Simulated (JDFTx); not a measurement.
The system is PbO (Litharge).

```xyz
4
Lattice="3.9900 0.0000 0.0000 0.0000 3.9900 0.0000 0.0000 0.0000 5.0100" Properties=species:S:1:pos:R:3 pbc="T T T"
Pb    2.0050    0.0011    3.8280
Pb   -0.0420    2.0262    1.2396
O     1.9741    2.0212   -0.0111
O    -0.0250    0.0496    0.0413
```

The cell isn't the ideal one: atoms moved at random, drawn with an rms of 0.05 Å.

A run of JDFTx 1.7.0 (patched build) on this cell left the log below. Logs are shortened: lines on timing, memory, paths and dates and some standing lists are left out, and cuts for length are marked.

```text
*************** JDFTx 1.7.0 (patched build) ***************

Input parsed successfully to the following command list (including defaults):
[... the input with its defaults ...]

---------- Setting up symmetries ----------

Found 16 point-group symmetries of the bravais lattice
Found 1 space-group symmetries with basis
Applied RMS atom displacement 0 bohrs to make symmetries exact.

---------- Initializing the Grid ----------
R =
[      7.54001            0            0  ]
[            0      7.54001            0  ]
[            0            0      9.46753  ]
unit cell volume = 538.245
G =
[   0.833313          0          0  ]
[          0   0.833313          0  ]
[          0          0   0.663656  ]
Minimum fftbox size, Smin = [  64  64  80  ]
Chosen fftbox size, S = [  64  64  80  ]

---------- Initializing tighter grid for wavefunction operations ----------
R =
[      7.54001            0            0  ]
[            0      7.54001            0  ]
[            0            0      9.46753  ]
unit cell volume = 538.245
G =
[   0.833313          0          0  ]
[          0   0.833313          0  ]
[          0          0   0.663656  ]
Minimum fftbox size, Smin = [  44  44  56  ]
Chosen fftbox size, S = [  48  48  56  ]

---------- Exchange Correlation functional ----------
Initalized PBEsol GGA exchange.
Initalized PBEsol GGA correlation.

---------- Setting up pseudopotentials ----------
Width of ionic core gaussian charges (only for fluid interactions / plotting) set to 0

Reading pseudopotential file 'pseudo/Pb.upf':
  'Pb' pseudopotential, 'PBESOL' functional
  Generated using ONCVPSP code by D. R. Hamann
  14 valence electrons, 3 orbitals, 6 projectors, 1001 radial grid points, with lMax = 2
    5D    l: 2   occupation: 10.0   eigenvalue: -0.777665
    6S    l: 0   occupation:  2.0   eigenvalue: -0.444510
    6P    l: 1   occupation:  2.0   eigenvalue: -0.129233
  Core radius for overlap checks: 2.30 bohrs.

Reading pseudopotential file 'pseudo/O.upf':
  'O' pseudopotential, 'PBESOL' functional
  Generated using ONCVPSP code by D. R. Hamann
[... 52 lines left out ...]
SCF: Cycle:  4   F: -152.694035973371740   dF: -2.321e-05   |Residual|: 1.845e-03   |deigs|: 3.356e-04
	FillingsUpdate:  mu: +0.341282776  nElectrons: 40.000000
SCF: Cycle:  5   F: -152.694040656418707   dF: -4.683e-06   |Residual|: 1.053e-03   |deigs|: 1.314e-04
	FillingsUpdate:  mu: +0.341350056  nElectrons: 40.000000
SCF: Cycle:  6   F: -152.694041505021801   dF: -8.486e-07   |Residual|: 2.242e-04   |deigs|: 6.988e-05
	FillingsUpdate:  mu: +0.341364680  nElectrons: 40.000000
SCF: Cycle:  7   F: -152.694041631767220   dF: -1.267e-07   |Residual|: 1.113e-04   |deigs|: 2.894e-05
	FillingsUpdate:  mu: +0.341367352  nElectrons: 40.000000
SCF: Cycle:  8   F: -152.694041663098176   dF: -3.133e-08   |Residual|: 6.235e-05   |deigs|: 2.248e-05
	FillingsUpdate:  mu: +0.341365293  nElectrons: 40.000000
SCF: Cycle:  9   F: -152.694041677000627   dF: -1.390e-08   |Residual|: 3.538e-05   |deigs|: 2.643e-05
	FillingsUpdate:  mu: +0.341367547  nElectrons: 40.000000
SCF: Cycle: 10   F: -152.694041681043757   dF: -4.043e-09   |Residual|: 1.229e-05   |deigs|: 1.480e-05
	FillingsUpdate:  mu: +0.341368222  nElectrons: 40.000000
SCF: Cycle: 11   F: -152.694041682343311   dF: -1.300e-09   |Residual|: 5.716e-06   |deigs|: 1.450e-05
	FillingsUpdate:  mu: +0.341368428  nElectrons: 40.000000
SCF: Cycle: 12   F: -152.694041682745876   dF: -4.026e-10   |Residual|: 3.498e-06   |deigs|: 1.507e-05
	FillingsUpdate:  mu: +0.341368718  nElectrons: 40.000000
SCF: Cycle: 13   F: -152.694041682910097   dF: -1.642e-10   |Residual|: 1.462e-06   |deigs|: 1.649e-05
SCF: Converged (|Delta E|<1.000000e-09 for 2 iters).

Setting wave functions to eigenvectors of Hamiltonian
Converging empty states (this may take a while): |deigs|: 1.171e-04

# Stress tensor in Cartesian coordinates [Eh/a0^3]:
[  3.72823e-05  3.14412e-07 -1.93618e-05  ]
[  3.14412e-07 -1.08031e-05  7.26038e-06  ]
[ -1.93618e-05  7.26038e-06  4.46337e-05  ]

# Ionic positions in lattice coordinates:
ion Pb   0.502510000000000   0.000286000000000   0.764071000000000 1
ion Pb  -0.010529000000000   0.507817000000000   0.247432000000000 1
ion O   0.494756000000000   0.506561000000000  -0.002220000000000 1
ion O  -0.006269000000000   0.012420000000000   0.008244000000000 1

# Forces in Cartesian coordinates:
force Pb  -0.003204643667045   0.002900913854940   0.004841181880173 1
force Pb   0.002205244664794   0.000400818395453  -0.009134959860733 1
force O  -0.000898580048076  -0.000226913272989   0.005381304707313 1
force O   0.001895648371067  -0.003077628217014  -0.001098220060078 1

# Energy components:
   Eewald =     -113.7700526662123792
       EH =       40.2771300146519451
     Eloc =     -109.3999148614036301
      Enl =      -33.9350336103299384
      Exc =      -47.8706017642281481
 Exc_core =       20.8100351339469256
       KE =       91.1943960748289726
-------------------------------------
     Etot =     -152.6940416787462311
       TS =        0.0000000041638784
-------------------------------------
        F =     -152.6940416829100968

IonicMinimize: Iter:   0  F: -152.694041682910097  |grad|_K:  3.815e-03
IonicMinimize: None of the convergence criteria satisfied after 0 iterations.

#--- Lowdin population analysis ---
# oxidation-state Pb +0.755 +0.752
# oxidation-state O -0.703 -0.703

Dumping 'run.eigStats' ...
	eMin: -0.348810 at state 0 ( [ +0.000000 +0.000000 +0.000000 ] spin 0 )
	HOMO: +0.316871 at state 0 ( [ +0.000000 +0.000000 +0.000000 ] spin 0 )
	mu  : +0.341369
	LUMO: +0.364828 at state 124 ( [ +0.428571 +0.428571 +0.000000 ] spin 0 )
	eMax: +0.718332 at state 127 ( [ +0.428571 +0.428571 +0.500000 ] spin 0 )
	HOMO-LUMO gap: +0.047958
	Optical gap  : +0.081865 at state 124 ( [ +0.428571 +0.428571 +0.000000 ] spin 0 )
Done!
[note: mu as printed may lie anywhere between the filled and the empty levels]
```

Problem. What input gives this log?

Solution. Single point with PBEsol, no spin polarisation. The files as run (others can give the same):

PbO.in
```
lattice \
    7.5400072373     0.0000000000     0.0000000000 \
    0.0000000000     7.5400072373     0.0000000000 \
    0.0000000000     0.0000000000     9.4675278844
coords-type Lattice
ion Pb     0.5025100000     0.0002860000     0.7640710000 1
ion Pb    -0.0105290000     0.5078170000     0.2474320000 1
ion O      0.4947560000     0.5065610000    -0.0022200000 1
ion O     -0.0062690000     0.0124200000     0.0082440000 1

ion-species pseudo/Pb.upf
ion-species pseudo/O.upf
elec-cutoff 42 336
elec-ex-corr gga-PBEsol
kpoint-folding 7 7 6
elec-smearing Fermi 0.0018374661
elec-n-bands 27
electronic-SCF nIterations 100 energyDiffThreshold 1e-09
electronic-minimize nIterations 30 energyDiffThreshold 1e-7
converge-empty-states yes
forces-output-coords Cartesian

dump-name run.$VAR
dump End Ecomponents EigStats BandEigs Kpoints Forces Stress
```

Potentials or basis: PseudoDojo-SR-PBEsol-0.4.1-standard with smoothed tails.
The run is started by
```bash
$ jdftx -c 1 -i PbO.in -o PbO.out
```

Caveat: spin-orbit coupling is left out, which as a rule narrows the gap of such compounds by several tenths of an eV; an odd mesh through Γ misses points on the zone boundary, where band edges often lie.
